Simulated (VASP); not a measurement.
# P: molecular dynamics with a thermostat

P, Cmce (no. 64), 16 atoms in the cell. PBE, molecular dynamics; PAW potentials P (PBE set).

Ensemble: NVT; Target temperature (K): 600.

## Input

INCAR:
```
GGA = PE ; PREC = Normal
ENCUT = 260 ; EDIFF = 1E-5
NELMIN = 4 ; NELM = 60
ALGO = Normal ; LREAL = Auto
LASPH = True ; ISMEAR = 0
SIGMA = 0.05 ; ISYM = 0
LWAVE = False ; LCHARG = False
IBRION = 0 ; NSW = 80
POTIM = 2.0 ; TEBEG = 600
TEEND = 600 ; ISIF = 2
MDALGO = 1 ; ANDERSEN_PROB = 0.05
RANDOM_SEED = 223742 0 0 ; KPAR = 2
```

KPOINTS:
```
k-points
0
Monkhorst-Pack
  2 1 2
```

POSCAR:
```
P
1.0
    6.5909724964      0.0000000000      0.0000000000
    0.0000000000     10.9300754502      0.0000000000
    0.0000000000      0.0000000000      4.5436355900
P
16
Direct
    0.2500000000      0.5958568700      0.5888151700
    0.7500000000      0.5958568700      0.5888151700
    0.0000000000      0.9041431300      0.4111848300
    0.5000000000      0.9041431300      0.4111848300
    0.2500000000      0.9041431300      0.0888151700
    0.7500000000      0.9041431300      0.0888151700
    0.0000000000      0.5958568700      0.9111848300
    0.5000000000      0.5958568700      0.9111848300
    0.0000000000      0.0958568700      0.5888151700
    0.5000000000      0.0958568700      0.5888151700
    0.2500000000      0.4041431300      0.4111848300
    0.7500000000      0.4041431300      0.4111848300
    0.0000000000      0.4041431300      0.0888151700
    0.5000000000      0.4041431300      0.0888151700
    0.2500000000      0.0958568700      0.9111848300
    0.7500000000      0.0958568700      0.9111848300
```

Commands:
```
cat potpaw_PBE.64/P/POTCAR > POTCAR
mpirun -np 2 vasp_std > vasp.out
```

## Result

- Mean temperature (K): 464
- Rise of the mean potential energy above the start (meV/atom): 57.2
- Electronic steps per ionic step after the first: 4.9

Course of the run:

| Time (fs) | Temperature (K) | Potential energy less the first (meV/atom) |
|---|---|---|
| 2 | 598 | 0.0 |
| 14 | 340 | 31.7 |
| 26 | 410 | 34.2 |
| 38 | 458 | 36.2 |
| 50 | 566 | 42.1 |
| 62 | 414 | 74.5 |
| 74 | 289 | 88.4 |
| 88 | 392 | 71.3 |
| 100 | 486 | 67.4 |
| 112 | 496 | 75.8 |
| 124 | 443 | 87.3 |
| 136 | 449 | 73.8 |
| 148 | 628 | 39.0 |
| 160 | 603 | 40.8 |

REPORT:
```
MDALGO =   1
         ANDERSEN_PROB =  0.05000000
               SCALING =       0
                 CNEXP =     9.000   14.000
           RANDOM_SEED =            223742                0                0

   original number of atomic DOF:         45
   number of independent constraints:      0
   number of active DOF:                  45

========================================
         MD step No.       1
========================================

  Atomic velocities initialized by STEP_tb

  >Energies
                    E_tot             E_pot             E_kin               EPS                ES
   e_b>   -0.84864390E+02   -0.86024462E+02    0.11600724E+01    0.00000000E+00    0.00000000E+00

  >Temperature
               T_sim     T_inst
   tmprt>    600.000    598.311

  >Thermostat, num. of collisions:                0

           RANDOM_SEED =            223742              198                0

[... steps left out ...]

========================================
         MD step No.      80
========================================

  >Energies
                    E_tot             E_pot             E_kin               EPS                ES
   e_b>   -0.84202579E+02   -0.85371883E+02    0.11693041E+01    0.00000000E+00    0.00000000E+00

  >Temperature
               T_sim     T_inst
   tmprt>    600.000    603.072

  >Thermostat, num. of collisions:                0

           RANDOM_SEED =            223742             9520                0
```

OSZICAR:
```
N       E                     dE             d eps       ncg     rms          rms(c)
DAV:   1     0.224653323163E+03    0.22465E+03   -0.22517E+04   196   0.805E+02
DAV:   2    -0.642639123933E+02   -0.28892E+03   -0.27466E+03   238   0.177E+02
DAV:   3    -0.860320707425E+02   -0.21768E+02   -0.21383E+02   248   0.479E+01
DAV:   4    -0.866809127426E+02   -0.64884E+00   -0.64602E+00   256   0.877E+00
DAV:   5    -0.867084764499E+02   -0.27564E-01   -0.27546E-01   272   0.146E+00    0.220E+01
DAV:   6    -0.862176280543E+02    0.49085E+00   -0.34154E-01   232   0.195E+00    0.131E+01
DAV:   7    -0.860237027853E+02    0.19393E+00   -0.62418E-01   248   0.266E+00    0.574E-01
DAV:   8    -0.860237872440E+02   -0.84459E-04   -0.58717E-02   232   0.891E-01    0.377E-01
DAV:   9    -0.860243233925E+02   -0.53615E-03   -0.20919E-03   256   0.172E-01    0.213E-01
DAV:  10    -0.860244034437E+02   -0.80051E-04   -0.16853E-03   248   0.136E-01    0.111E-01
DAV:  11    -0.860244595772E+02   -0.56134E-04   -0.20437E-04   232   0.605E-02    0.450E-02
DAV:  12    -0.860244622109E+02   -0.26336E-05   -0.13510E-05   152   0.155E-02
[... left out ...]
     77 T=   592. E= -.84310616E+02 F= -.85457626E+02 E0= -.85457626E+02  EK= 0.11470E+01 SP= 0.00E+00 SK= 0.00E+00
     79 T=   624. E= -.84202835E+02 F= -.85411783E+02 E0= -.85411783E+02  EK= 0.12089E+01 SP= 0.00E+00 SK= 0.00E+00
[... last step whole ...]
       N       E                     dE             d eps       ncg     rms          rms(c)
DAV:   1    -0.853718101320E+02    0.39977E-01   -0.46970E-04   343   0.150E+00    0.813E-02
DAV:   2    -0.853718823010E+02   -0.72169E-04   -0.10258E-03   232   0.111E-01    0.927E-02
DAV:   3    -0.853718853692E+02   -0.30682E-05   -0.45282E-05   216   0.262E-02    0.713E-02
DAV:   4    -0.853718830251E+02    0.23441E-05   -0.84458E-06   152   0.123E-02
     80 T=   603. E= -.84202579E+02 F= -.85371883E+02 E0= -.85371883E+02  EK= 0.11693E+01 SP= 0.00E+00 SK= 0.00E+00
```

Limits: 160 fs of 16 atoms are too short for converged averages; the cell is only 4.5 Å across, so each atom moves in step with near copies of itself.

VASP 6.6.1 took 470 s on 2 cores (AMD EPYC 7571), a shared host.
